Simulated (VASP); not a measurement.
Runs of VASP 6.6.1 on Ti3Al. Symmetry: Fm-3m, No. 225, cubic system. Conventional cell: a = 6.464 Å, b = 6.464 Å, c = 6.464 Å, α = 90.00°, β = 90.00°, γ = 90.00°. Around Ti (site symmetry -43m) lie 4 Ti at 2.80 Å and 4 Al at 2.80 Å. Ti (site symmetry m-3m) is surrounded by 8 Ti at 2.80 Å. Al (site symmetry m-3m) has 8 Ti at 2.80 Å as nearest neighbours. The cell comes from a database or a generator and needn't be the stable form of this composition.

| task | level | potentials or basis | cell | k mesh | cutoff (eV) | mesh quality | gap on the mesh (eV) | pressure (GPa) | relaxed volume (Å³/atom) |
| --- | --- | --- | --- | --- | --- | --- | --- | --- | --- |
| relaxation of cell and atoms | RPBE | VASP PAW PBE potentials, release 64 (Ti_sv, Al) | relaxed | 12 × 12 × 12 | 600 | not flagged | none | 0.0 | 17.14 |
| relaxation of cell and atoms | PBEsol | VASP PAW PBE potentials, release 64 (Ti, Al) | relaxed | 12 × 12 × 12 | 580 | not flagged | none | 0.0 | (b) |
| relaxation of cell and atoms | PBEsol | VASP PAW PBE potentials, release 64 (Ti_sv, Al) | relaxed | 12 × 12 × 12 | 600 | not flagged | none | 0.0 | (a) |
| relaxation of cell and atoms | LDA | VASP PAW LDA potentials, release 64 (Ti_sv, Al) | relaxed | 12 × 12 × 12 | 600 | not flagged | none | 0.0 | 15.60 |
| single point | PBEsol | VASP PAW PBE potentials, release 64 (Ti_sv, Al) | as given | 12 × 12 × 12 | 520 | not flagged | none | -4.8 | - |
| relaxation of cell and atoms | PBEsol | VASP PAW PBE potentials, release 64 (Ti_sv, Al) | relaxed | 4 × 4 × 4 | 600 | coarse | none | 0.0 | 16.17 |

Alike in all rows: no spin polarisation; smearing gaussian 0.1 eV.

Problem. Estimate the missing entries.

Solution. (a) 16.14; (b) 16.05.

Caveats: some runs use coarse meshes; the PAW data sets were made with another functional, which shifts forces and pressure a little (some runs).

A gap of «none» marks a metal or a gap under the smearing width.

The runs don't all hold the same shells in valence.

Runs at the PBE level aren't shown here.
